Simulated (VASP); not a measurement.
The system is InPd.

```
In Pd
1.0
     3.27188    0.00000    0.00000
     0.00000    3.27188    0.00000
     0.00000    0.00000    3.27188
In Pd
1 1
Direct
  0.00000 0.00000 0.00000
  0.50000 0.50000 0.50000
```

The cell comes from a database or a generator and needn't be the stable form of this composition.

- Program: VASP 6.6.1
- Task: relaxation of cell and atoms
- Functional: PW91
- Potentials or basis: VASP PAW PBE potentials, release 64 (In_d, Pd)
- Cutoff: 600 eV
- k mesh: 8 × 8 × 8
- Occupations: fermi-dirac, width 0.05 eV
- Spin: no spin polarisation

At the start: pressure 4.1 GPa; volume 17.51 Å³/atom.

**Question.** Where does the relaxation end?

**Answer.** Over 5 steps the energy falls by 7.1 meV/atom and the volume is 18.11 Å³/atom (+3.4 %); space group Pm-3m (No. 221, to 0.05 Å).

The path:
| step | energy change (eV) | largest force (eV/Å) | pressure (GPa) | volume (Å³) |
| --- | --- | --- | --- | --- |
| 1 | 0.0000 | 0.0000 | 4.10 | 35.03 |
| 2 | -0.0018 | 0.0000 | -3.25 | 37.35 |
| 3 | -0.0143 | 0.0000 | 0.23 | 36.18 |
| 4 | -0.0142 | 0.0000 | -0.30 | 36.26 |
| 5 | -0.0143 | 0.0000 | -0.06 | 36.22 |

Final structure:
```xyz
2
Lattice="3.3085 0.0000 0.0000 0.0000 3.3085 0.0000 0.0000 0.0000 3.3085" Properties=species:S:1:pos:R:3 pbc="T T T"
In    0.0000    0.0000    0.0000
Pd    1.6543    1.6543    1.6543
```

Caveat: the PAW data sets were made with another functional, which shifts forces and pressure a little.
